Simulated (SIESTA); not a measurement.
TaN:

```
Ta N
1.0
     0.00000    2.21132    2.21132
     2.21132    0.00000    2.21132
     2.21132    2.21132    0.00000
Ta N
1 1
Cartesian
  2.2113 2.2113 2.2113
  0.0000 0.0000 0.0000
```

The cell comes from a database or a generator and needn't be the stable form of this composition.

Base run:

| Item | Value |
| --- | --- |
| Program | SIESTA 5.4.2 |
| Functional | PBE |
| Potentials or basis | PseudoDojo 0.4 standard (PBE files) |
| Basis | SZP (energy shift 0.003 Ry) |
| Grid cutoff | 800 Ry |
| Energy shift | 0.003 Ry |
| k mesh | 10 × 10 × 10 |
| Occupations | fermi-dirac, width 0.05 eV |
| Spin | no spin polarisation |

Its results: band gap on the k mesh none (metal or under the smearing width); pressure 7.3 GPa.

Problem. The run is repeated on the same cell with these changes: basis from SZP (energy shift 0.003 Ry) to DZP (energy shift 0.003 Ry; two zetas on semicore shells). What comes out?

Solution. Band gap on the k mesh none (metal or under the smearing width); pressure 5.1 GPa.

Caveats: short orbitals over semicore shells can move pressures by several GPa; spin-orbit coupling is left out, which moves the levels of the heavy elements; the basis of atomic orbitals isn't converged, which shifts pressures, moduli and gaps.
